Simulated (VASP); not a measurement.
Input of a VASP 6.6.1 run:

File INCAR:

```
SYSTEM = Ge
PREC = Accurate ; ENCUT = 600
EDIFF = 1E-6 ; ISMEAR = 0
SIGMA = 0.03 ; LREAL = .False.
LASPH = .True. ; NELM = 80
ALGO = Normal ; ISIF = 3
LWAVE = .False. ; LCHARG = .False.
GGA = PS ; IBRION = 2
NSW = 90 ; EDIFFG = -0.01
```

Contents of KPOINTS:

```
regular mesh
0
Gamma
  10 10 10
  0 0 0
```

File POSCAR:

```
Ge
1.0
    0.0000000000      2.8562926600      2.8562926600
    2.8562926600      0.0000000000      2.8562926600
    2.8562926600      2.8562926600      0.0000000000
Ge
2
Direct
    0.7500000000      0.7500000000      0.7500000000
    0.5000000000      0.5000000000      0.5000000000
```

Potentials or basis: VASP PAW PBE potentials, release 64 (Ge_d).

The run is started by

```bash
$ cat potpaw_PBE.64/Ge_d/POTCAR > POTCAR
$ mpirun -np 1 vasp_std > vasp.out
```

Problem. Predict the band gap on the k mesh.

Solution. None (metal or under the smearing width).

Problem. Predict the relaxed volume.

Solution. 22.84 Å³/atom.

Problem. What does it give for the space group after relaxing (to 0.05 Å)?

Solution. Fd-3m (No. 227).

The path:
```csv
step,energy change (eV),largest force (eV/Å),pressure (GPa),volume (Å³)
1,0.0000,0.0000,-1.32,46.61
2,-0.0033,0.0000,0.25,45.32
3,-0.0039,0.0000,0.12,45.63
4,-0.0039,0.0000,-0.18,45.71
5,-0.0039,0.0000,0.08,45.67
6,-0.0039,0.0000,-0.05,45.69
```

Caveat: the PAW data sets were made with another functional, which shifts forces and pressure a little; this crystal is a semiconductor, whose small gap the functional closes, so the metal is an error of the method.
